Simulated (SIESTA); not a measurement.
The system is TiB2.

```
CELL_PARAMETERS angstrom
3.02920 0.00000 0.00000
-1.51460 2.62336 0.00000
0.00000 0.00000 3.22840
ATOMIC_POSITIONS crystal
Ti 0.00000 0.00000 0.00000
B 0.66667 0.33333 0.50000
B 0.33333 0.66667 0.50000
```

Base run:

- Program: SIESTA 5.4.2
- Functional: PBE
- Potentials or basis: PseudoDojo 0.4 standard (PBE files)
- Basis: DZP (energy shift 0.003 Ry; two zetas on semicore shells)
- Grid cutoff: 800 Ry
- Energy shift: 0.003 Ry
- k mesh: 7 × 7 × 6
- Occupations: fermi-dirac, width 0.05 eV
- Spin: no spin polarisation

Its results: band gap on the k mesh none (metal or under the smearing width); pressure 2.7 GPa.

Task: After a change of settings the same cell gave: band gap on the k mesh none (metal or under the smearing width); pressure 0.8 GPa. Which change was it?
A. basis from DZP (energy shift 0.003 Ry; two zetas on semicore shells) to SZP (energy shift 0.003 Ry)
B. basis from DZP (energy shift 0.003 Ry; two zetas on semicore shells) to TZDP (energy shift 0.003 Ry; two zetas on semicore shells)
C. basis from DZP (energy shift 0.003 Ry; two zetas on semicore shells) to DZ (energy shift 0.003 Ry; two zetas on semicore shells)
D. basis from DZP (energy shift 0.003 Ry; two zetas on semicore shells) to SZ (energy shift 0.003 Ry)

Result: B.

Caveats: the basis of atomic orbitals isn't converged, which shifts pressures, moduli and gaps.
